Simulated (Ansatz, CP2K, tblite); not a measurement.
# CP2K runs on generalised stacking fault on (110) of a KCl-RbCl solid solution (80 atoms), part 2 of 2

How do the settings of CP2K change the result for generalised stacking fault on (110) of a KCl-RbCl solid solution (80 atoms)? A plane-wave run serves as the yardstick.

Program: CP2K 2026.2; the method stands at each step. Banners, paths, timers and routine set-up lines are dropped from the logs unmarked, and long logs keep their key lines alone; longer cuts are marked.

So far. Step 2 (PBE, DZVP-UZH, 600/50 Ry, diagonalisation): Forces lie 8.3 % from the reference's, at 8.6 times its CPU time (on 2 against 4 cores). Step 3 (PBEsol, PBE potentials, DZVP-UZH, 600/50 Ry …): Against the first run (8.3 %), the force difference from the reference is 4.4 %, at 0.96 times the CPU time; another functional landing nearer a PBE reference means that errors partly cancel.

### 4. PBE, DZVP-UZH, 210/50 Ry, diagonalisation

Method: Kohn-Sham DFT, PBE, GTH-PBE pseudopotentials, Gaussian and plane waves, DZVP-MOLOPT (UZH set), diagonalisation.

The input, input.inp:

```
&GLOBAL
  PROJECT cell
  RUN_TYPE ENERGY_FORCE
  PRINT_LEVEL LOW
&END GLOBAL
&FORCE_EVAL
  METHOD QS
  STRESS_TENSOR ANALYTICAL
  &DFT
    BASIS_SET_FILE_NAME BASIS_MOLOPT_UZH
    POTENTIAL_FILE_NAME POTENTIAL_UZH
    &MGRID
      CUTOFF 210
      REL_CUTOFF 50
    &END MGRID
    &QS
      EPS_DEFAULT 1.0E-12
    &END QS
    &SCF
      SCF_GUESS ATOMIC
      EPS_SCF 1.0E-06
      MAX_SCF 200
      ADDED_MOS 52
      &DIAGONALIZATION
        ALGORITHM STANDARD
      &END DIAGONALIZATION
      &SMEAR ON
        METHOD FERMI_DIRAC
        ELECTRONIC_TEMPERATURE [K] 580
      &END SMEAR
      &MIXING
        METHOD BROYDEN_MIXING
        ALPHA 0.15
        NBROYDEN 8
      &END MIXING
      &PRINT
        &RESTART OFF
        &END RESTART
      &END PRINT
    &END SCF
    &XC
      &XC_FUNCTIONAL PBE
      &END XC_FUNCTIONAL
    &END XC
    &PRINT
      &MULLIKEN ON
      &END MULLIKEN
      &HIRSHFELD ON
        SHAPE_FUNCTION DENSITY
      &END HIRSHFELD
      &MO ON
        EIGENVALUES T
        OCCUPATION_NUMBERS T
        MO_INDEX_RANGE 309 332
        &EACH
          QS_SCF 0
        &END EACH
        ADD_LAST NUMERIC
      &END MO
    &END PRINT
  &END DFT
  &SUBSYS
    &CELL
      A 7.33940 0.00000 0.00000
      B 0.00000 10.37948 0.00000
      C 1.52902 0.00000 26.04870
    &END CELL
    &COORD
      SCALED
      Rb 0.78146 0.99717 0.99326
      Cl 0.22328 0.99982 0.10076
      K 0.30149 0.00152 0.99411
      Cl 0.73002 0.99769 0.09923
      K 0.79827 0.49490 0.99542
      Cl 0.22903 0.49869 0.09874
      K 0.28988 0.50489 0.99363
      Cl 0.72673 0.50360 0.09866
      K 0.97242 0.25413 0.09605
      Cl 0.19959 0.25869 0.19636
      Rb 0.47865 0.24461 0.09952
      Cl 0.70383 0.23629 0.19869
      K 0.96306 0.00509 0.19764
      Cl 0.18694 0.00699 0.29902
      Rb 0.45633 0.99746 0.19848
      Cl 0.67716 0.99804 0.29739
      K 0.97911 0.75739 0.10334
      Cl 0.22204 0.76053 0.20158
      K 0.47219 0.75345 0.09646
      Cl 0.70369 0.74312 0.19757
[... 56 atom lines left out ...]
      K 0.82243 0.74958 0.89842
      Cl 0.04111 0.74714 0.99378
      Rb 0.32700 0.74951 0.89368
      Cl 0.54495 0.75014 0.99568
    &END COORD
    &KIND Rb
      BASIS_SET DZVP-MOLOPT-PBE-GTH-q9
      POTENTIAL GTH-PBE-q9
    &END KIND
    &KIND Cl
      BASIS_SET DZVP-MOLOPT-PBE-GTH-q7
      POTENTIAL GTH-PBE-q7
    &END KIND
    &KIND K
      BASIS_SET DZVP-MOLOPT-PBE-GTH-q9
      POTENTIAL GTH-PBE-q9
    &END KIND
  &END SUBSYS
  &PRINT
    &FORCES ON
    &END FORCES
    &STRESS_TENSOR ON
    &END STRESS_TENSOR
  &END PRINT
&END FORCE_EVAL
```

Started as:

```sh
> OMP_NUM_THREADS=2 cp2k.psmp -i input.inp > output.txt
```

Numbers of over 12 decimals in the logs are rounded to 6 here.

What it wrote:

```text
CP2K| version string:                                       CP2K version 2026.2
 CP2K| Input file name                                                 input.inp
 GLOBAL| Basis set file name                                    BASIS_MOLOPT_UZH
 GLOBAL| Potential file name                                       POTENTIAL_UZH
[... lines left out ...]
 Number of electrons:                                                        640
[... lines left out ...]
  Step     Update method      Time    Convergence         Total energy    Change
[... lines left out ...]
  *** SCF run converged in    22 steps ***
[... lines left out ...]
  Fermi energy:                                                 0.235035
  Total energy:                                             -1679.926913
  Total energy (extrapolated to T->0):                      -1679.926913
[... lines left out ...]
 MO| E(Fermi):            0.235035 a.u.          6.395617 eV
[... lines left out ...]
 ENERGY| Total FORCE_EVAL ( QS ) energy [hartree]          -1679.926902
[... lines left out ...]
 FORCES|      1  9.16701026E-03  1.31494033E-03 -1.71466143E-02   1.94876763E-02
 FORCES|      2 -4.58241886E-03 -1.16645849E-03  2.20883442E-03   5.21901691E-03
 FORCES|      3 -4.08288571E-03 -1.39931361E-03 -1.04013710E-02   1.12612856E-02
[...]
FORCES|     79 -5.95115827E-03  1.17073804E-03  6.93581903E-03   9.21371249E-03
 FORCES|     80  1.30044169E-03 -4.80643382E-03 -1.77172943E-02   1.84036809E-02
 FORCES| Sum     5.77232896E-04  8.21819282E-04 -1.89209860E-04
 FORCES| Total atomic force                                       1.02195162E-03
 STRESS| Analytical stress tensor [bar]
 STRESS|                        x                   y                   z
 STRESS|      x        7.91709163059E+04   4.29931693938E+02  -2.27484795139E+03
 STRESS|      y        4.29931693938E+02   5.19448591531E+04   1.48957399162E+02
 STRESS|      z       -2.27484795139E+03   1.48957399162E+02   6.72507274027E+04
 STRESS| 1/3 Trace                                             6.61221676206E+04
```

Wall time 6 min (2 threads of Arm Neoverse V2, shared host); peak memory 1.4 GiB.

Against the reference:

```
r.m.s. force component                           : 0.3093 eV/Å
r.m.s. difference of force components            : 24.24 meV/Å
longest difference of force vectors              : 153.7 meV/Å
force difference over r.m.s. force               : 8.442 %
slope of forces against the reference's          : 1.077
correlation of force components                  : 0.9995
gap (highest filled to lowest empty level) : 5.385 eV
gap difference                                   : -0.0409 eV
pressure                                         : 6.612 GPa
pressure difference                              : 0.4518 GPa
energy less the same-level run's                 : -0.058 meV/atom
r.m.s. force difference from the same-level run  : 3.373 meV/Å
```

This is a coarse setting, run to see what it loses.

Against the first run (8.3 %), the force difference from the reference is 8.4 %, at 0.85 times the CPU time: the change moves forces by 3.4 meV/Å r.m.s., so most of the difference comes from elsewhere.

### 5. PBE, SZV-MOLOPT-SR, 600/50 Ry, diagonalisation

Method: Kohn-Sham DFT, PBE, GTH-PBE pseudopotentials, Gaussian and plane waves, SZV-MOLOPT-SR-GTH, diagonalisation.

Changes to input.inp since step 4:

```diff
@@ -9,7 +9,8 @@
   &DFT
-    BASIS_SET_FILE_NAME BASIS_MOLOPT_UZH
-    POTENTIAL_FILE_NAME POTENTIAL_UZH
+    BASIS_SET_FILE_NAME BASIS_MOLOPT
+    POTENTIAL_FILE_NAME GTH_POTENTIALS
     &MGRID
-      CUTOFF 210
+      CUTOFF 600
       REL_CUTOFF 50
+      NGRIDS 5
     &END MGRID
@@ -22,3 +23,3 @@
       MAX_SCF 200
-      ADDED_MOS 52
+      ADDED_MOS 40
       &DIAGONALIZATION
@@ -68,7 +69,30 @@
     &COORD
-      SCALED
-[... 80 atom lines left out: the same atoms as in the first run ...]
+      Rb 7.25416 10.35011 25.87313
+      Cl 1.79281 10.37761 2.62467
+      K 3.73277 0.01578 25.89527
+      Cl 5.50963 10.35550 2.58481
+      K 7.38084 5.13680 25.92940
+      Cl 1.83192 5.17614 2.57205
+      K 3.64683 5.24050 25.88277
+      Cl 5.48462 5.22711 2.56996
+      K 7.28384 2.63774 2.50198
+      Cl 1.76511 2.68507 5.11492
+      Rb 3.66517 2.53892 2.59237
+      Cl 5.46949 2.45257 5.17562
+      K 7.37048 0.05283 5.14827
+      Cl 1.82923 0.07255 7.78908
+      Rb 3.65267 10.35312 5.17015
+      Cl 5.42466 10.35914 7.74662
+      K 7.34409 7.86131 2.69187
+      Cl 1.93786 7.89391 5.25090
+      K 3.61308 7.82042 2.51266
+      Cl 5.46675 7.71320 5.14644
+[... 56 atom lines left out ...]
+      K 7.40984 7.78025 23.40267
+      Cl 1.82123 7.75492 25.88668
+      Rb 3.76644 7.77952 23.27920
+      Cl 5.52202 7.78606 25.93617
     &END COORD
     &KIND Rb
-      BASIS_SET DZVP-MOLOPT-PBE-GTH-q9
+      BASIS_SET SZV-MOLOPT-SR-GTH-q9
       POTENTIAL GTH-PBE-q9
@@ -76,3 +100,3 @@
     &KIND Cl
-      BASIS_SET DZVP-MOLOPT-PBE-GTH-q7
+      BASIS_SET SZV-MOLOPT-SR-GTH-q7
       POTENTIAL GTH-PBE-q7
@@ -80,3 +104,3 @@
     &KIND K
-      BASIS_SET DZVP-MOLOPT-PBE-GTH-q9
+      BASIS_SET SZV-MOLOPT-SR-GTH-q9
       POTENTIAL GTH-PBE-q9
```

Started as:

```sh
> OMP_NUM_THREADS=1 cp2k.psmp -i input.inp > output.txt
```

What it wrote:

```text
CP2K| version string:                                       CP2K version 2026.2
 CP2K| Input file name                                                 input.inp
 GLOBAL| Basis set file name                                        BASIS_MOLOPT
 GLOBAL| Potential file name                                      GTH_POTENTIALS
 GLOBAL| Run type                                                   ENERGY_FORCE
 GLOBAL| Total number of message passing processes                             1
 GLOBAL| Number of threads for this process                                    1
 TOTAL NUMBERS AND MAXIMUM NUMBERS
  Total number of            - Atomic kinds:                                   3
                             - Atoms:                                         80
[... lines left out ...]
                        Smear method:                                FERMI_DIRAC
[... lines left out ...]
 Number of electrons:                                                        640
[... lines left out ...]
  Step     Update method      Time    Convergence         Total energy    Change
[... lines left out ...]
  *** SCF run converged in    22 steps ***
[... lines left out ...]
  Fermi energy:                                                 0.280392
  Total energy:                                             -1677.576793
  Total energy (extrapolated to T->0):                      -1677.576793
[... lines left out ...]
 MO| E(Fermi):            0.280392 a.u.          7.629851 eV
[... lines left out ...]
 !-----------------------------------------------------------------------------!
 !-----------------------------------------------------------------------------!
                           Hirshfeld Charges
  #Atom  Element  Kind  Ref Charge     Population                    Net charge
      1       Rb     1       9.000          8.595                         0.405
      2       Cl     2       7.000          7.380                        -0.380
      3       K      3       9.000          8.621                         0.379
[...]
79       Rb     1       9.000          8.596                         0.404
     80       Cl     2       7.000          7.382                        -0.382
  Total Charge                                                            0.000
 !-----------------------------------------------------------------------------!
 ENERGY| Total FORCE_EVAL ( QS ) energy [hartree]          -1677.576867
 FORCES| Atomic forces [hartree/bohr]
 FORCES|   Atom     x               y               z               |f|
 FORCES|      1  1.24738756E-02  1.78378340E-03 -2.11515524E-02   2.46204717E-02
 FORCES|      2 -4.55185878E-03 -1.31183139E-03  3.96971954E-03   6.18053340E-03
 FORCES|      3 -6.61765454E-03 -1.24587962E-03 -1.33222485E-02   1.49274201E-02
[...]
FORCES|     79 -7.42632880E-03  1.27002762E-03  9.52801300E-03   1.21468663E-02
 FORCES|     80  1.24000323E-03 -6.04943339E-03 -2.52496507E-02   2.59938091E-02
 FORCES| Sum     2.10304815E-05 -4.61591540E-05  4.08301437E-05
 FORCES| Total atomic force                                       6.51156608E-05
 STRESS| Analytical stress tensor [bar]
 STRESS|                        x                   y                   z
 STRESS|      x        1.15420883967E+05   5.06781357700E+02  -2.84766595261E+03
 STRESS|      y        5.06781357700E+02   7.75911032744E+04   2.46442327252E+02
 STRESS|      z       -2.84766595261E+03   2.46442327252E+02   1.01403301628E+05
 STRESS| 1/3 Trace                                             9.81384296231E+04
```

Elapsed: 6.7 min, on 1 thread; peak memory 5.2 GiB.

Against the reference:

| Property | Result |
| --- | --- |
| r.m.s. force component | 0.4173 eV/Å |
| r.m.s. difference of force components | 132.1 meV/Å |
| longest difference of force vectors | 807.4 meV/Å |
| force difference over r.m.s. force | 46.02 % |
| slope of forces against the reference's | 1.45 |
| correlation of force components | 0.9979 |
| gap (highest filled to lowest empty level) | 4.557 eV |
| gap difference | -0.8686 eV |
| pressure | 9.814 GPa |
| pressure difference | 3.653 GPa |

This is a coarse setting, run to see what it loses.

Against the first run (8.3 %), the force difference from the reference is 46 %, at 0.48 times the CPU time (on 1 against 2 cores), with 360 basis functions against 1080; this set comes with other potentials too, so the change isn't the basis's alone.

### 6. PBE, DZVP-UZH, 300/50 Ry, diagonalisation

Method: Kohn-Sham DFT, PBE, GTH-PBE pseudopotentials, Gaussian and plane waves, DZVP-MOLOPT (UZH set), diagonalisation.

Changes to input.inp since step 5:

```diff
@@ -9,8 +9,7 @@
   &DFT
-    BASIS_SET_FILE_NAME BASIS_MOLOPT
-    POTENTIAL_FILE_NAME GTH_POTENTIALS
+    BASIS_SET_FILE_NAME BASIS_MOLOPT_UZH
+    POTENTIAL_FILE_NAME POTENTIAL_UZH
     &MGRID
-      CUTOFF 600
+      CUTOFF 300
       REL_CUTOFF 50
-      NGRIDS 5
     &END MGRID
@@ -23,3 +22,3 @@
       MAX_SCF 200
-      ADDED_MOS 40
+      ADDED_MOS 52
       &DIAGONALIZATION
@@ -72,3 +71,3 @@
     &KIND Rb
-      BASIS_SET SZV-MOLOPT-SR-GTH-q9
+      BASIS_SET DZVP-MOLOPT-PBE-GTH-q9
       POTENTIAL GTH-PBE-q9
@@ -76,3 +75,3 @@
     &KIND Cl
-      BASIS_SET SZV-MOLOPT-SR-GTH-q7
+      BASIS_SET DZVP-MOLOPT-PBE-GTH-q7
       POTENTIAL GTH-PBE-q7
@@ -80,3 +79,3 @@
     &KIND K
-      BASIS_SET SZV-MOLOPT-SR-GTH-q9
+      BASIS_SET DZVP-MOLOPT-PBE-GTH-q9
       POTENTIAL GTH-PBE-q9
```

Started as:

```sh
> OMP_NUM_THREADS=1 mpirun -np 4 cp2k.psmp -i input.inp > output.txt
```

What it wrote:

```text
CP2K| version string:                                       CP2K version 2026.2
 CP2K| Input file name                                                 input.inp
 GLOBAL| Basis set file name                                    BASIS_MOLOPT_UZH
 GLOBAL| Potential file name                                       POTENTIAL_UZH
 GLOBAL| Run type                                                   ENERGY_FORCE
 GLOBAL| Total number of message passing processes                             4
 GLOBAL| Number of threads for this process                                    1
[... lines left out ...]
                        Smear method:                                FERMI_DIRAC
[... lines left out ...]
 Number of electrons:                                                        640
[... lines left out ...]
  Step     Update method      Time    Convergence         Total energy    Change
[... lines left out ...]
  *** SCF run converged in    22 steps ***
[... lines left out ...]
  Fermi energy:                                                 0.235035
  Total energy:                                             -1679.926755
  Total energy (extrapolated to T->0):                      -1679.926755
[... lines left out ...]
 MO| E(Fermi):            0.235035 a.u.          6.395628 eV
[... lines left out ...]
     80       Cl     2       7.000          7.234                        -0.234
  Total Charge                                                           -0.000
 !-----------------------------------------------------------------------------!
 ENERGY| Total FORCE_EVAL ( QS ) energy [hartree]          -1679.926744
 FORCES| Atomic forces [hartree/bohr]
 FORCES|   Atom     x               y               z               |f|
 FORCES|      1  9.18234565E-03  1.19729732E-03 -1.70560400E-02   1.94076658E-02
 FORCES|      2 -4.53814283E-03 -1.16772734E-03  2.22188450E-03   5.18604842E-03
 FORCES|      3 -4.24599180E-03 -1.48199710E-03 -1.03804553E-02   1.13127634E-02
[...]
FORCES|     79 -6.08839254E-03  1.14359782E-03  6.91284659E-03   9.28244513E-03
 FORCES|     80  1.26672438E-03 -4.80515616E-03 -1.77194781E-02   1.84030981E-02
 FORCES| Sum    -1.80065840E-05  3.78085101E-04  5.34219407E-05
 FORCES| Total atomic force                                       3.82264940E-04
 STRESS| Analytical stress tensor [bar]
 STRESS|                        x                   y                   z
 STRESS|      x        7.91604892000E+04   4.29960101204E+02  -2.27588090513E+03
 STRESS|      y        4.29960101204E+02   5.19288418431E+04   1.49270640894E+02
 STRESS|      z       -2.27588090513E+03   1.49270640894E+02   6.72516873031E+04
 STRESS| 1/3 Trace                                             6.61136727821E+04
```

The job ended after 3.5 min (4 MPI ranks; peak memory 3.9 GiB).

Numbers from this run, and their distance from the reference:

| Quantity | Value |
| --- | --- |
| r.m.s. force component | 0.3093 eV/Å |
| r.m.s. difference of force components | 23.96 meV/Å |
| longest difference of force vectors | 153.9 meV/Å |
| force difference over r.m.s. force | 8.346 % |
| slope of forces against the reference's | 1.077 |
| correlation of force components | 0.9995 |
| gap (highest filled to lowest empty level) | 5.385 eV |
| gap difference | -0.0409 eV |
| pressure | 6.611 GPa |
| pressure difference | 0.451 GPa |
| energy less the same-level run's | -0.0042 meV/atom |
| r.m.s. force difference from the same-level run | 1.265 meV/Å |

This is a coarse setting, run to see what it loses.

Against the first run (8.3 %), the force difference from the reference is 8.3 %, at 1.0 times the CPU time (on 4 against 2 cores): the change moves forces by 1.3 meV/Å r.m.s., so most of the difference comes from elsewhere.

### 7. All runs compared

Differences are against the plane-wave reference, forces as r.m.s. over components; share is that over the reference's r.m.s. force, slope the least-squares factor from reference forces to these. Total energies of different programs have different zeros and aren't compared.

```tsv
run	Δ force, r.m.s. (meV/Å)	share (%)	slope	Δ pressure (GPa)	Δ gap (eV)	cores	CPU time	memory (GiB)
reference	-	-	-	-	-	4	96 s	2.3
CP2K PBE, DZVP-UZH, 600/50 Ry, diagonalisation	23.8	8.27	1.076	0.451	-0.0409	2	14 min	5.3
CP2K PBEsol, PBE potentials, DZVP-UZH, 600/50 Ry, diagonalisation	12.8	4.44	1.025	-1.58	-0.245	2	13 min	5.3
CP2K PBE, DZVP-UZH, 210/50 Ry, diagonalisation (coarse)	24.2	8.44	1.077	0.452	-0.0409	2	12 min	1.4
CP2K PBE, SZV-MOLOPT-SR, 600/50 Ry, diagonalisation (coarse)	132	46.0	1.450	3.65	-0.869	1	6.6 min	5.2
CP2K PBE, DZVP-UZH, 300/50 Ry, diagonalisation (coarse)	24.0	8.35	1.077	0.451	-0.0409	4	14 min	3.9
```

Rows marked coarse were listed beforehand as settings not expected to be converged; some can still land near the reference.

CPU time is summed over cores on a shared host, where runs went side by side, so it is rough. Symmetry, cutoffs, thresholds, outputs and thread counts weren't matched or tuned between programs; memory under MPI is the largest rank's times the ranks.

Mean charges by element (e), by run and scheme:

```tsv
run	scheme	Rb	Cl	K
reference	Löwdin	+0.82	-0.72	+0.77
CP2K PBE, DZVP-UZH, 600/50 Ry, diagonalisation	Mulliken	+0.66	-0.62	+0.60
CP2K PBE, DZVP-UZH, 600/50 Ry, diagonalisation	Hirshfeld	+0.24	-0.24	+0.23
CP2K PBEsol, PBE potentials, DZVP-UZH, 600/50 Ry, diagonalisation	Mulliken	+0.62	-0.59	+0.58
CP2K PBEsol, PBE potentials, DZVP-UZH, 600/50 Ry, diagonalisation	Hirshfeld	+0.23	-0.22	+0.22
```

The reference's Löwdin charges lack the electrons that the projection spills, 0.035 e an atom on average.

Within one program, basis, potentials and functional, energies share a zero. Each run against its twin at the usual cutoff or grid and solver:

```tsv
run	twin	Δ energy (meV/atom)	Δ force, r.m.s. (meV/Å)	CPU time over the twin's
CP2K PBE, DZVP-UZH, 210/50 Ry, diagonalisation	DZVP-UZH, 600/50 Ry, diagonalisation	-0.058	3.37	0.85
CP2K PBE, DZVP-UZH, 300/50 Ry, diagonalisation	DZVP-UZH, 600/50 Ry, diagonalisation	-0.0042	1.26	1.0 (this twin ran on 2 cores)
```

### 8. What came out

| Property | Result |
| --- | --- |
| nearest in forces | CP2K PBEsol, PBE potentials, DZVP-UZH, 600/50 Ry, diagonalisation, 4.4 % |
| its CPU time | 13 min |

**Reading.** The PBE run in local orbitals, coarse settings apart, differs by 8.3 % (CP2K PBE, DZVP-UZH, 600/50 Ry, diagonalisation); basis, grid and potentials can all enter. Rows with another functional or a dispersion term differ by 4.4 % (CP2K PBEsol, PBE potentials, DZVP-UZH, 600/50 Ry, diagonalisation), which mixes the change of model with differences of basis and potentials, some of them made for another functional. Runs with settings chosen to be coarse differ by 8.3 % (CP2K PBE, DZVP-UZH, 300/50 Ry, diagonalisation) to 46 % (CP2K PBE, SZV-MOLOPT-SR, 600/50 Ry, diagonalisation), their programs' other errors included. None of the electronic-structure runs in the table takes under half the reference's CPU time of 96 s; they take 4.2 to 8.7 times as much. CP2K PBE, SZV-MOLOPT-SR, 600/50 Ry, diagonalisation stiffens the forces by a factor of 1.45 while following their directions (correlation 0.998); the slopes of the 5 CP2K runs lie between 1.02 and 1.45. At the same functional, gaps differ from the reference's 5.43 eV by between -0.87 and -0.04 eV. These are spacings on the run's k-points, which needn't hold the band edges. In pressure, CP2K PBE, SZV-MOLOPT-SR, 600/50 Ry, diagonalisation misses by +3.7 GPa, at the same functional. Charges hang on scheme and program or settings: among these rows the mean for Rb runs from +0.23 to +0.82 e. The host structure and its lattice constant were typed by rule, without a check against the phase diagram. The reference's pressure of 6.2 GPa says that the cell would expand at this level of theory. The electronic-structure runs sample only Γ, in a cell whose shortest periodic width is 7 Å.

[Also dropped from logs without a mark: logging warnings of Python, and SIESTA's first energy breakdown and zero terms.]

[Logs are printed without paths, hosts, clocks, repeated set-up lines and the standing remarks that a program may print on its own settings, such as how far it seeks lower states.]

[Hosts, paths, dates, database ids (printed as entryN), source tags and the programs' standing remarks are cut or masked in the printed files.]
